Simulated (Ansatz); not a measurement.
Ta: equation of state with LDA

**The experiment to reproduce.**

From “Refinement of the equation of state of tantalum”, 2004, arxiv:cond-mat/0403080, for a bulk crystal of Ta: bulk modulus 194 GPa.

The system is Ta.

```xyz
1
Lattice="-1.6513 1.6513 1.6513 1.6513 -1.6513 1.6513 1.6513 1.6513 -1.6513" Properties=species:S:1:pos:R:3 pbc="T T T"
Ta    0.0000    0.0000    0.0000
```

```
Program             : Ansatz 0.2.0
Task                : equation of state
Functional          : LDA
Potentials or basis : all-electron LAPW, scalar-relativistic
Basis error allowed : 0.001 eV/atom
k mesh              : 11 × 11 × 11
Occupations         : fermi-dirac, width 0.05 eV
Spin                : no spin polarisation
```

```
Equilibrium volume                      : 17.20 Å³/atom
Bulk modulus                            : 226 GPa
Pressure derivative of the bulk modulus : 4.3
```

Energy against volume, from the lowest point:
```
volume (Å³/atom)  energy (meV/atom)
          16.930               2.64
          17.290               0.00
          17.650               7.72
          18.010              24.73
          18.371              50.00
          18.731              82.73
          19.091             122.09
```

All runs of the series together: 37 s on 1 thread of Intel(R) Xeon(R) Platinum 8488C (Sapphire Rapids), on a shared host.

A measured bulk modulus of Ta is 194 GPa (quoted in “Refinement of the equation of state of tantalum”, 2004, arxiv:cond-mat/0403080); the calculated 226 GPa misses it by +16.7 %. The fit is for a static lattice scaled at fixed shape and fixed fractional positions.

Spin-orbit coupling is left out, which matters for the levels of Ta. LDA usually gives volumes a few per cent too small.
